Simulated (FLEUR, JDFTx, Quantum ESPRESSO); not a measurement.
## Pb: programs and potentials compared

```
Pb
1.0
     0.00000    2.47502    2.47502
     2.47502    0.00000    2.47502
     2.47502    2.47502    0.00000
Pb
1
Direct
  0.00000 0.00000 0.00000
```

Alike in all runs: task equation of state; functional PBEsol; k mesh 9 × 9 × 9; occupations fermi-dirac, width 0.05 eV; no spin polarisation; no spin-orbit coupling.

| program and potentials | plane-wave cutoff (eV) | notes | equilibrium volume (Å³/atom) | bulk modulus (GPa) |
| --- | --- | --- | --- | --- |
| JDFTx, PseudoDojo-SR-PBEsol-0.4.1-standard | 762 | - | 29.95 | 49.2 |
| FLEUR, all-electron, FLAPW | - | - | 29.96 | 48.7 |
| Quantum ESPRESSO, PseudoDojo 0.4.1 SR PBEsol standard | 762 | - | 29.95 | 49.3 |
| Quantum ESPRESSO, PseudoDojo 0.4 SR PBEsol stringent | 1225 | - | ? | ? |
| Quantum ESPRESSO, GBRV 1.5 PBEsol | 612 | - | 29.86 | 49.2 |

**Question.** Estimate from the other rows what the run with Quantum ESPRESSO, PseudoDojo 0.4 SR PBEsol stringent gave.

**Answer.** Equilibrium volume 29.93 Å³/atom; bulk modulus 49.1 GPa. The other rows, which needn't bracket it: equilibrium volume 29.86 to 29.96; bulk modulus 48.7 to 49.3.
